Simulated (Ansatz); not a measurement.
**Al2Pt: one contact scaled**

How do energy and force answer when the Al1–Pt3 bond of Al2Pt is squeezed or stretched? The runs shown use PAW. Its runs: shortest bond scaled by 1 (PAW); shortest bond scaled by 0.82 (PAW); shortest bond scaled by 0.7 (PAW); shortest bond scaled by 0.64 (PAW); shortest bond scaled by 0.58 (PAW and PAW (partial_waves polarizable)).

Method: DFT, PBE, PAW with Ansatz's default frozen-core files, scalar-relativistic, in Ansatz 0.2.0.

**1. Starting point**

Symmetry: Fm-3m, No. 225, cubic system. The conventional cell has a = 5.910 Å, b = 5.910 Å, c = 5.910 Å, α = 90.00°, β = 90.00°, γ = 90.00°. Al (site symmetry -43m) has 4 Pt at 2.56 Å as nearest neighbours. Around Pt (site symmetry m-3m) lie 8 Al at 2.56 Å.

Structure file:

```
Al Pt
1.0
     0.00000    2.95500    2.95500
     2.95500    0.00000    2.95500
     2.95500    2.95500    0.00000
Al Pt
2 1
Direct
  0.25000 0.25000 0.25000
  0.75000 0.75000 0.75000
  0.00000 0.00000 0.00000
```

Atoms are numbered in the order of the input: Al1, Al2, Pt3.

**2. Shortest bond scaled by 1, PAW**

input.yaml

```yaml
crystal:
  lattice:
    - [0.0, 2.955, 2.955]
    - [2.955, 0.0, 2.955]
    - [2.955, 2.955, 0.0]
  atoms:
    - { symbol: Al, position: [0.25, 0.25, 0.25] }
    - { symbol: Al, position: [0.75, 0.75, 0.75] }
    - { symbol: Pt, position: [0.0, 0.0, 0.0] }
kpoints:
  mp_grid: { grid: [9, 9, 9] }
scf:
  occupations: { method: fermi_dirac, width: 0.05 }
hamiltonian:
  xc: pbe
  pseudopotentials: { kind: paw }
output:
  forces: true
  stress: true
  eigenvalues: true
  efg: { contact_densities: true }
  populations: true
```

Command:

```
ansatz run input.yaml --threads 1 --pin off --max-ram 3072MiB --backend cpu --events-out ev --progress --plain --runs-dir out
```

**3. Shortest bond scaled by 0.82, PAW**

input.yaml: that of step 2 with these lines changed.

```diff
@@ -6,5 +6,5 @@
   atoms:
-    - { symbol: Al, position: [0.25, 0.25, 0.25] }
+    - { symbol: Al, position: [0.2275, 0.2275, 0.2275] }
     - { symbol: Al, position: [0.75, 0.75, 0.75] }
-    - { symbol: Pt, position: [0.0, 0.0, 0.0] }
+    - { symbol: Pt, position: [0.0225, 0.0225, 0.0225] }
 kpoints:
```

**4. Shortest bond scaled by 0.7, PAW**

input.yaml: that of step 3 with these lines changed.

```diff
@@ -6,5 +6,5 @@
   atoms:
-    - { symbol: Al, position: [0.2275, 0.2275, 0.2275] }
+    - { symbol: Al, position: [0.2125, 0.2125, 0.2125] }
     - { symbol: Al, position: [0.75, 0.75, 0.75] }
-    - { symbol: Pt, position: [0.0225, 0.0225, 0.0225] }
+    - { symbol: Pt, position: [0.0375, 0.0375, 0.0375] }
 kpoints:
@@ -22 +22,5 @@
   populations: true
+  write_density: true
+  write_potential: true
+  elf: true
+  volumetric_format: npy
```

**5. Shortest bond scaled by 0.64, PAW**

input.yaml: that of step 4 with these lines changed.

```diff
@@ -6,5 +6,5 @@
   atoms:
-    - { symbol: Al, position: [0.2125, 0.2125, 0.2125] }
+    - { symbol: Al, position: [0.205, 0.205, 0.205] }
     - { symbol: Al, position: [0.75, 0.75, 0.75] }
-    - { symbol: Pt, position: [0.0375, 0.0375, 0.0375] }
+    - { symbol: Pt, position: [0.045, 0.045, 0.045] }
 kpoints:
```

**6. Shortest bond scaled by 0.58, PAW**

input.yaml

```yaml
crystal:
  lattice:
    - [0.0, 2.955, 2.955]
    - [2.955, 0.0, 2.955]
    - [2.955, 2.955, 0.0]
  atoms:
    - { symbol: Al, position: [0.1975, 0.1975, 0.1975] }
    - { symbol: Al, position: [0.75, 0.75, 0.75] }
    - { symbol: Pt, position: [0.0525, 0.0525, 0.0525] }
kpoints:
  mp_grid: { grid: [9, 9, 9] }
scf:
  occupations: { method: fermi_dirac, width: 0.05 }
hamiltonian:
  xc: pbe
  pseudopotentials: { kind: paw }
output:
  forces: true
  stress: true
  eigenvalues: true
  efg: { contact_densities: true }
  populations: true
```

**7. Shortest bond scaled by 0.58, PAW (partial_waves polarizable)**

input.yaml: that of step 6 with these lines changed.

```diff
@@ -15,3 +15,3 @@
   xc: pbe
-  pseudopotentials: { kind: paw }
+  pseudopotentials: { kind: paw, partial_waves: polarizable }
 output:
@@ -20,3 +20,5 @@
   eigenvalues: true
-  efg: { contact_densities: true }
-  populations: true
+  write_density: true
+  write_potential: true
+  elf: true
+  volumetric_format: npy
```

(Steps that only read results are left out.)

**Question.** What will these runs give?

As calculated:

| quantity | value |
| --- | --- |
| force along the bond, positive apart, at 1.484 Å (PAW) | 70.43 eV/Å |
| force along the bond, positive apart, at 1.484 Å (PAW (partial_waves polarizable)) | 70.39 eV/Å |

At 1.48 Å the force along the bond is 70.43 eV/Å by PAW, and the energy stands 17.39 eV over the given length. Spin-orbit coupling is left out, though the cell holds Pt; in elements this heavy it can shift bands and gaps by tenths of an eV.
